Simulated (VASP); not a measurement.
# As2Pt (Sperrylite) (Pa-3) in VASP: a series of runs

The runs below take As2Pt (Sperrylite) through relaxation of cell and atoms, relaxation of the atoms, with PBE+D3(BJ).

Everything below comes from runs of VASP 6.6.1. Logs are shortened: lines on timing, memory, paths and dates and some standing lists are left out, and cuts for length are marked.

## Step 1: The structure

It takes space group Pa-3 (No. 205, cubic). Conventional cell: a = 5.966 Å, b = 5.966 Å, c = 5.966 Å, α = 90.00°, β = 90.00°, γ = 90.00°. Around As (site symmetry 3) lie 1 As at 2.42 Å and 3 Pt at 2.49 Å. Pt (site symmetry -3) is surrounded by 6 As at 2.49 Å.

## Step 2: Relaxation of cell and atoms, PBE+D3(BJ)

File INCAR:

```
SYSTEM = As2Pt
PREC = Accurate
ENCUT = 600
EDIFF = 1E-6
ISMEAR = 0
SIGMA = 0.03
LREAL = .FALSE.
LASPH = .TRUE.
NELM = 80
ALGO = Normal
ISIF = 3
LWAVE = .FALSE.
LCHARG = .FALSE.
GGA = PE
IVDW = 12
IBRION = 2
NSW = 90
EDIFFG = -0.01
KPAR = 4
```

File KPOINTS:

```
Automatic mesh
0
G
  6 6 6
  0 0 0
```

File POSCAR:

```
As2Pt
1.0
    5.9665000000      0.0000000000      0.0000000000
    0.0000000000      5.9665000000      0.0000000000
    0.0000000000      0.0000000000      5.9665000000
As Pt
8 4
Direct
    0.3830000000      0.3830000000      0.3830000000
    0.1170000000      0.6170000000      0.8830000000
    0.8830000000      0.1170000000      0.6170000000
    0.6170000000      0.8830000000      0.1170000000
    0.6170000000      0.6170000000      0.6170000000
    0.8830000000      0.3830000000      0.1170000000
    0.1170000000      0.8830000000      0.3830000000
    0.3830000000      0.1170000000      0.8830000000
    0.0000000000      0.0000000000      0.0000000000
    0.5000000000      0.0000000000      0.5000000000
    0.5000000000      0.5000000000      0.0000000000
    0.0000000000      0.5000000000      0.5000000000
```

Potentials or basis: VASP PAW PBE potentials, release 64 (As, Pt).

On the command line:

```sh
$ cat potpaw_PBE.64/As/POTCAR potpaw_PBE.64/Pt/POTCAR > POTCAR
$ mpirun -np 4 vasp_std > vasp.out
```

OUTCAR:

```text
SYSTEM = As2Pt
   PREC = Accurate
   ENCUT = 600
   EDIFF = 1E-6
   ISMEAR = 0
   LREAL = .FALSE.
   LASPH = .TRUE.
   NELM = 80
   ISIF = 3
   GGA = PE
   IVDW = 12
   IBRION = 2
   NSW = 90
   EDIFFG = -0.01
 IVDW          = 12

 ion  position               nearest neighbor table
   1  0.383  0.383  0.383-   5 2.42  11 2.49  10 2.49  12 2.49
   2  0.117  0.617  0.883-   6 2.42  12 2.49  11 2.49   9 2.49
   3  0.883  0.117  0.617-   7 2.42   9 2.49  10 2.49  12 2.49
   4  0.617  0.883  0.117-   8 2.42  10 2.49   9 2.49  11 2.49
   5  0.617  0.617  0.617-   1 2.42  11 2.49  10 2.49  12 2.49
   6  0.883  0.383  0.117-   2 2.42  12 2.49  11 2.49   9 2.49
   7  0.117  0.883  0.383-   3 2.42   9 2.49  10 2.49  12 2.49
   8  0.383  0.117  0.883-   4 2.42  10 2.49   9 2.49  11 2.49
   9  0.000  0.000  0.000-   3 2.49   7 2.49   4 2.49   6 2.49   2 2.49   8 2.49
  10  0.500  0.000  0.500-   4 2.49   8 2.49   1 2.49   5 2.49   7 2.49   3 2.49
  11  0.500  0.500  0.000-   1 2.49   5 2.49   4 2.49   2 2.49   6 2.49   8 2.49
  12  0.000  0.500  0.500-   2 2.49   6 2.49   3 2.49   5 2.49   1 2.49   7 2.49

  LATTYP: Found a simple cubic cell.
 ALAT       =     5.9665000000

  Lattice vectors:

 A1 = (   5.9665000000,   0.0000000000,   0.0000000000)
 A2 = (   0.0000000000,   5.9665000000,   0.0000000000)
 A3 = (   0.0000000000,   0.0000000000,   5.9665000000)

Analysis of symmetry for initial positions (statically):
=====================================================================
 Subroutine PRICEL returns:
 Original cell was already a primitive cell.

 Routine SETGRP: Setting up the symmetry group for a
 simple cubic supercell.

 Subroutine GETGRP returns: Found 24 space group operations
 (whereof  6 operations were pure point group operations)
 out of a pool of 48 trial point group operations.

The static configuration has the point symmetry S_6 .
 The point group associated with its full space group is T_h .

Analysis of symmetry for dynamics (positions and initial velocities):
=====================================================================
 Subroutine PRICEL returns:
 Original cell was already a primitive cell.

 Routine SETGRP: Setting up the symmetry group for a
 simple cubic supercell.

 Subroutine GETGRP returns: Found 24 space group operations
 (whereof  6 operations were pure point group operations)
 out of a pool of 48 trial point group operations.

The dynamic configuration has the point symmetry S_6 .
 The point group associated with its full space group is T_h .

 Subroutine INISYM returns: Found 24 space group operations
 (whereof  6 operations are pure point group operations),
 and found     1 'primitive' translations

----------------------------------------------------------------------------------------

                                     Primitive cell

  volume of cell :     212.4022

  direct lattice vectors                    reciprocal lattice vectors
     5.966500000  0.000000000  0.000000000     0.167602447  0.000000000  0.000000000
     0.000000000  5.966500000  0.000000000     0.000000000  0.167602447  0.000000000
     0.000000000  0.000000000  5.966500000     0.000000000  0.000000000  0.167602447

  length of vectors
     5.966500000  5.966500000  5.966500000     0.167602447  0.167602447  0.167602447

  position of ions in fractional coordinates (direct lattice)
     0.383000000  0.383000000  0.383000000
     0.117000000  0.617000000  0.883000000
     0.883000000  0.117000000  0.617000000
     0.617000000  0.883000000  0.117000000
     0.617000000  0.617000000  0.617000000
     0.883000000  0.383000000  0.117000000
     0.117000000  0.883000000  0.383000000
     0.383000000  0.117000000  0.883000000
     0.000000000  0.000000000  0.000000000
     0.500000000  0.000000000  0.500000000
     0.500000000  0.500000000  0.000000000
     0.000000000  0.500000000  0.500000000

  ion indices of the primitive-cell ions
   primitive index   ion index
                 1           1
                 2           2
                 3           3
                 4           4
                 5           5
                 6           6
                 7           7
                 8           8
                 9           9
                10          10
                11          11
                12          12

----------------------------------------------------------------------------------------

 KPOINTS: Automatic mesh

Automatic generation of k-mesh.
 Grid dimensions read from file:
 generate k-points for:    6    6    6

 Generating k-lattice:

  Cartesian coordinates                     Fractional coordinates (reciprocal lattice)
     0.027933741  0.000000000  0.000000000     0.166666667  0.000000000  0.000000000
     0.000000000  0.027933741  0.000000000     0.000000000  0.166666667  0.000000000
     0.000000000  0.000000000  0.027933741     0.000000000  0.000000000  0.166666667

  Length of vectors
     0.027933741  0.027933741  0.027933741

  Shift w.r.t. Gamma in fractional coordinates (k-lattice)
     0.000000000  0.000000000  0.000000000

 Subroutine IBZKPT returns following result:
 ===========================================

 Found     24 irreducible k-points:

 Following reciprocal coordinates:
            Coordinates               Weight
  0.000000  0.000000  0.000000      1.000000
  0.166667  0.000000  0.000000      6.000000
  0.333333  0.000000  0.000000      6.000000
  0.500000  0.000000  0.000000      3.000000
  0.166667  0.166667  0.000000     12.000000
  0.333333  0.166667  0.000000     12.000000
[... 16 lines left out ...]
  0.500000  0.500000  0.333333      6.000000
  0.500000  0.500000  0.500000      1.000000
   k-points           NKPTS =     24   k-points in BZ     NKDIM =     24   number of bands    NBANDS=     48
   number of dos      NEDOS =    301   number of ions     NIONS =     12
   total plane-waves  NPLWV = 110592
   dimension x,y,z NGX =    48 NGY =   48 NGZ =   48
   dimension x,y,z NGXF=    96 NGYF=   96 NGZF=   96
   ions per type =               8   4
   NGX,Y,Z   is equivalent  to a cutoff of  13.37, 13.37, 13.37 a.u.
   NGXF,Y,Z  is equivalent  to a cutoff of  26.75, 26.75, 26.75 a.u.
 SYSTEM =  As2Pt
   PREC   = accura    normal or accurate (medium, high low for compatibility)
   ISTART =      0    job   : 0-new  1-cont  2-samecut
   ICHARG =      2    charge: 1-file 2-atom 10-const
   ISPIN  =      1    spin polarized calculation?
   LNONCOLLINEAR =      F non collinear calculations
   LSORBIT =      F    spin-orbit coupling
   LASPH  =      T    aspherical Exc in radial PAW
   ENCUT  =  600.0 eV  44.10 Ry    6.64 a.u.  11.92 11.92 11.92*2*pi/ulx,y,z
   NELM   =     80;   NELMIN=  2; NELMDL= -5     # of ELM steps
   EDIFF  = 0.1E-05   stopping-criterion for ELM
   LREAL  =      F    real-space projection
   EDIFFG = -.1E-01   stopping-criterion for IOM
   NSW    =     90    number of steps for IOM
   IBRION =      2    ionic relax: 0-MD 1-quasi-New 2-CG
   NFREE  =      1    steps in history (QN), initial steepest desc. (CG)
   ISIF   =      3    stress and relaxation
   ISYM   =      2    0-nonsym 1-usesym 2-fastsym
   POTIM  = 0.5000    time-step for ionic-motion
   TEBEG  =    0.0;   TEEND  =   0.0 temperature during run
   PSTRESS=    0.0 pullay stress
   NELECT =      80.0000    total number of electrons
   NUPDOWN=      -1.0000    fix difference up-down
   EMIN   =  10.00;   EMAX   =-10.00  energy-range for DOS
   EFERMI =   0.00;   METHOD = LEGACY
   ISMEAR =     0;   SIGMA  =   0.03  broadening in eV -4-tet -1-fermi 0-gaus
   EFERMI_NEDOS =   21; number of points for ismear=-14 and -15
   IALGO  =     38    algorithm
   IMIX   =      4    mixing-type and parameters
     AMIX     =   0.40;   BMIX     =  1.00
     AMIX_MAG =   1.60;   BMIX_MAG =  1.00
  volume/ion in A,a.u.               =      17.70       119.45
  Fermi-wavevector in a.u.,A,eV,Ry     =   1.182275  2.234176 19.017873  1.397774
  Thomas-Fermi vector in A             =   2.318532
   LORBIT       =      0    0 simple, 1 ext, 2 COOP (PROOUT), +10 PAW based schemes
   GGA     = PE    functional components
   LHFCALC =     F    Hartree Fock is set to
   AEXX    =    0.0000 exact exchange contribution
   IVDW    =    12    specifies the selected vdW correction
   LEPSILON=     F    determine dielectric tensor
   LRPA    =     F    only Hartree local field effects (RPA)
 conjugate gradient relaxation of ions
 non-spin polarized calculation
 Gauss-broadening in eV      SIGMA  =   0.03
  energy-cutoff  :      600.00
  volume of cell :      212.40
 maximum number of plane-waves:      7123
   NGX = 23   NGY = 23   NGZ = 23

--------------------------------------- Ionic step        1  -------------------------------------------

 number of electron      80.0000005 magnetization

 Free energy of the ion-electron system (eV)
  ---------------------------------------------------
  ext. energy  EPLUGINS =         0.00000000
  ---------------------------------------------------
  free energy    TOTEN  =       -67.78446761 eV

  energy without entropy =      -67.78446761  energy(sigma->0) =      -67.78446761

------------------------ aborting loop because EDIFF is reached ----------------------------------------

 Edisp (eV)   -6.74016

 E8    (eV) :    -2.9452

  FORCE on cell =-STRESS in cart. coord.  units (eV):
  Direction    XX          YY          ZZ          XY          YZ          ZX
  --------------------------------------------------------------------------------------
  -------------------------------------------------------------------------------------
  Total       2.68120     2.68120     2.68120    -0.00000    -0.00000    -0.00000
  in kB      20.22466    20.22466    20.22466    -0.00000    -0.00000    -0.00000
  external pressure =       20.22 kB  Pullay stress =        0.00 kB

 VOLUME and BASIS-vectors are now :
 -----------------------------------------------------------------------------
  energy-cutoff  :      600.00
  volume of cell :      212.40
      direct lattice vectors                 reciprocal lattice vectors
     5.966500000  0.000000000  0.000000000     0.167602447  0.000000000  0.000000000
     0.000000000  5.966500000  0.000000000     0.000000000  0.167602447  0.000000000
     0.000000000  0.000000000  5.966500000     0.000000000  0.000000000  0.167602447
[... 154 lines left out ...]
      0.70114      3.69742      5.29140        -0.009472     -0.009472      0.009472
      5.29140      0.70114      3.69742         0.009472     -0.009472     -0.009472
      3.69742      5.29140      0.70114        -0.009472      0.009472     -0.009472
      3.69742      3.69742      3.69742        -0.009472     -0.009472     -0.009472
      5.29140      2.29513      0.70114         0.009472      0.009472     -0.009472
      0.70114      5.29140      2.29513        -0.009472      0.009472      0.009472
      2.29513      0.70114      5.29140         0.009472     -0.009472      0.009472
     -0.00000     -0.00000      5.99254        -0.000000      0.000000      0.000000
      2.99627     -0.00000      2.99627        -0.000000      0.000000      0.000000
      2.99627      2.99627      5.99254        -0.000000      0.000000      0.000000
     -0.00000      2.99627      2.99627        -0.000000      0.000000      0.000000
 -----------------------------------------------------------------------------------
    total drift:                                0.000000      0.000000     -0.000000

  FREE ENERGIE OF THE ION-ELECTRON SYSTEM (eV)
  ---------------------------------------------------
  free  energy   TOTEN  =       -74.5415887474 eV

  energy  without entropy=      -74.5415887474  energy(sigma->0) =      -74.54158875

--------------------------------------- Ionic step        5  -------------------------------------------

 number of electron      80.0000012 magnetization

 Free energy of the ion-electron system (eV)
  ---------------------------------------------------
  ext. energy  EPLUGINS =         0.00000000
  ---------------------------------------------------
  free energy    TOTEN  =       -67.88530743 eV

  energy without entropy =      -67.88530743  energy(sigma->0) =      -67.88530743

 E-fermi :   7.5674     XC(G=0): -11.2936

 val. band max:        7.4414756940   @ k =   0.3333   0.3333   0.0000
 cond. band min:       7.6923792196   @ k =   0.5000   0.5000   0.5000
 fundamental gap:      0.2509035256
 Fermi energy:         7.5673679826

 k-point     1 :       0.0000    0.0000    0.0000
  band No.  band energies     occupation
      1      -6.7891      2.00000
      2      -4.7775      2.00000
      3      -4.7775      2.00000
      4      -4.7775      2.00000
      5      -2.5868      2.00000
      6      -2.5868      2.00000
[... 1239 lines left out ...]
 POSITION                                       TOTAL-FORCE (eV/Angst)
 -----------------------------------------------------------------------------------
      2.29514      2.29514      2.29514         0.001080      0.001080      0.001080
      0.70062      3.69639      5.29091        -0.001080     -0.001080      0.001080
      5.29091      0.70062      3.69639         0.001080     -0.001080     -0.001080
      3.69639      5.29091      0.70062        -0.001080      0.001080     -0.001080
      3.69639      3.69639      3.69639        -0.001080     -0.001080     -0.001080
      5.29091      2.29514      0.70062         0.001080      0.001080     -0.001080
      0.70062      5.29091      2.29514        -0.001080      0.001080      0.001080
      2.29514      0.70062      5.29091         0.001080     -0.001080      0.001080
      5.99153      0.00000     -0.00000         0.000000      0.000000      0.000000
      2.99576      0.00000      2.99576         0.000000      0.000000      0.000000
      2.99576      2.99576     -0.00000         0.000000      0.000000      0.000000
      5.99153      2.99576      2.99576         0.000000      0.000000      0.000000
 -----------------------------------------------------------------------------------
    total drift:                                0.000000     -0.000000      0.000000

  FREE ENERGIE OF THE ION-ELECTRON SYSTEM (eV)
  ---------------------------------------------------
  free  energy   TOTEN  =       -74.5416422172 eV

  energy  without entropy=      -74.5416422172  energy(sigma->0) =      -74.54164222

 reached required accuracy - stopping structural energy minimisation
```

It took 2.2 min on 4 MPI ranks of Intel Xeon 6975P-C (Granite Rapids), shared host; peak memory 0.5 GiB.

What came out:

| Item | Value |
| --- | --- |
| Free energy | -74.5416 eV |
| Relaxed volume | 17.92 Å³/atom |
| Relaxed cell | a = 5.992 Å, b = 5.992 Å, c = 5.992 Å, α = 90.00°, β = 90.00°, γ = 90.00° |
| Space group after relaxing (to 0.05 Å) | Pa-3 (No. 205) |
| Energy gained by relaxing | 1.4 meV/atom |
| Ionic steps | 5 |
| Pressure after relaxing | 0.0 GPa |
| Band gap on the k mesh | 0.25 eV, indirect (least direct gap 0.97 eV) |
| Dispersion energy per atom | -0.555 eV |

The path:
```csv
step,energy change (eV),largest force (eV/Å),pressure (GPa),volume (Å³)
1,0.0000,0.0015,2.02,212.40
2,0.0208,0.0419,-2.81,219.34
3,-0.0170,0.0161,0.01,215.14
4,-0.0170,0.0164,-0.04,215.20
5,-0.0170,0.0019,0.05,215.09
```

Final structure:
```
As Pt
1.0
     5.99153    0.00000    0.00000
     0.00000    5.99153    0.00000
     0.00000    0.00000    5.99153
As Pt
8 4
Cartesian
  2.2951 2.2951 2.2951
  0.7006 3.6964 5.2909
  5.2909 0.7006 3.6964
  3.6964 5.2909 0.7006
  3.6964 3.6964 3.6964
  5.2909 2.2951 0.7006
  0.7006 5.2909 2.2951
  2.2951 0.7006 5.2909
  5.9915 0.0000 0.0000
  2.9958 0.0000 2.9958
  2.9958 2.9958 0.0000
  5.9915 2.9958 2.9958
```

Caveat: spin-orbit coupling is left out, which moves the levels of the heavy elements. Zero-point motion and thermal expansion aren't in these numbers.

[end of part 1 of 3]
